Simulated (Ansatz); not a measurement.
# How settings move the G0W0 gap of PbSe (rocksalt)

PbSe built on the rocksalt prototype, relaxed with r2SCAN; one-shot G0W0 in Ansatz without spin-orbit coupling. The values are computed, spin-unpolarised, and not measurements.

```cif
data_structure
_symmetry_space_group_name_H-M 'Fm-3m'
_symmetry_Int_Tables_number 225
_cell_length_a 6.1774
_cell_length_b 6.1774
_cell_length_c 6.1774
_cell_angle_alpha 90.000
_cell_angle_beta 90.000
_cell_angle_gamma 90.000
_cell_volume 235.73
loop_
_atom_site_label
_atom_site_type_symbol
_atom_site_symmetry_multiplicity
_atom_site_Wyckoff_symbol
_atom_site_fract_x
_atom_site_fract_y
_atom_site_fract_z
_atom_site_occupancy
Pb1 Pb 4 a 0.00000 0.00000 0.00000 1
Se1 Se 4 b 0.50000 0.00000 0.00000 1
```

Gaps are read over the mesh points alone. G0W0 here is at a finite number of bands, screening cutoff and k mesh, not at the basis limit.
```tsv
start	potentials	frequency model	mesh	empty bands	screening cutoff (eV)	Kohn-Sham gap (eV)	G0W0 gap (eV)	rough cost
PBE	PAW	contour deformation	4×4×4	95	80	0.37	0.48	9 core-seconds
PBE	PAW	contour deformation	4×4×4	221	140	0.37	0.56	29 core-seconds
HSE06	PAW	contour deformation	4×4×4	221	140	0.80	0.80	100 core-seconds
r2SCAN	PAW	contour deformation	4×4×4	221	140	0.67	0.73	40 core-seconds
PBE	PAW	Godby-Needs pole	4×4×4	221	140	0.37	0.52	30 core-seconds
PBE	PAW	contour deformation	6×6×6	95	80	0.38	0.53	50 core-seconds
PBE	norm-conserving	contour deformation	4×4×4	221	140	0.38	0.55	70 core-seconds
```

Over the mesh points the PBE gap of 0.37 eV becomes a quasiparticle gap of 0.56 eV (direct at L), a change of +0.19 eV. Renormalisation factors Z lie between 0.64 and 0.75.

Raising bands and cutoff together moves the gap by +0.08 eV (80 to 140 eV); the last step is still large, so the basis limit isn't reached. Starting from HSE06 (0.80 eV against PBE's 0.37 eV) gives 0.80 eV, +0.24 eV from G0W0@PBE at the same screening cutoff. Starting from r2SCAN (0.67 eV against PBE's 0.37 eV) gives 0.73 eV, +0.17 eV from G0W0@PBE at the same screening cutoff. The Godby-Needs plasmon pole differs from contour deformation by -0.04 eV. A 6×6×6 mesh in place of 4×4×4 changes the opening over PBE by +0.05 eV (the gap on the mesh by +0.05 eV). Norm-conserving potentials (wave cutoff 1170 eV against 420 eV) shift the quasiparticle gap by -0.01 eV and the PBE gap by +0.01 eV. On these meshes the dielectric constant comes out too large, which adds an error that these runs don't bound. r2SCAN runs take a wave cutoff of 500 eV.
